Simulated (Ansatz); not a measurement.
GeO2 (alpha-quartz type, space group P3_121)

```xyz
9
Lattice="4.9907 0.0000 0.0000 -2.4954 4.3221 0.0000 0.0000 0.0000 5.6919" Properties=species:S:1:pos:R:3 pbc="T T T"
Ge     2.2518     0.0000     1.8973
Ge    -1.1259     1.9501     3.7946
Ge     1.3695     2.3720     0.0000
O      1.2071     1.3170     1.3983
O      3.2467     0.3869     3.2956
O      3.0324     2.6182     5.1929
O     -1.2883     3.0051     2.3963
O      0.5370     1.7039     4.2936
O      0.7513     3.9352     0.4990
```

The slice is a (0001) plane (indices of the conventional cell) through the point (0.910, 0.606, 0.912) (fractional), spanned by u = [110] and v = [1 -1 0] in vectors of this cell: u (4.99 Å) and v (8.64 Å, at 90° to u). It covers one period; positions are fractions (u, v).

Level of theory: PBEsol (plane waves to 420 eV, PAW, scalar-relativistic; Ansatz, an electronic-structure program). k mesh 8×8×6. These are valence fields of a PAW run, semicore shells included where kept as valence: close to a nucleus they are smooth pseudo fields. GeO2 was relaxed with its symmetry unable to fall.

Q: Sketch the density of the lowest conduction band (whole band as if filled, smooth part) on this plane as a map.

A: 
```
v \ u   0.00   0.12   0.25   0.38   0.50   0.62   0.75   0.88
-----  -----  -----  -----  -----  -----  -----  -----  -----
0.96   0.154  0.004  0.002  0.002  0.006  0.021  0.019  0.038
0.86   0.023  0.005  0.002  0.001  0.003  0.023  0.063  0.073
0.75   0.015  0.006  0.004  0.003  0.000  0.001  0.024  0.033
0.64   0.002  0.004  0.006  0.009  0.009  0.009  0.006  0.002
0.54   0.003  0.006  0.002  0.040  0.096  0.016  0.004  0.002
0.43   0.007  0.034  0.051  0.002  0.032  0.002  0.002  0.002
0.32   0.001  0.006  0.049  0.088  0.033  0.007  0.002  0.001
0.21   0.002  0.002  0.012  0.012  0.008  0.005  0.005  0.006
0.11   0.007  0.011  0.006  0.002  0.002  0.004  0.005  0.003
0.00   0.177  0.009  0.003  0.002  0.005  0.011  0.005  0.082
```

Values: density of the lowest conduction band (whole band as if filled, smooth part) in e/Å³.
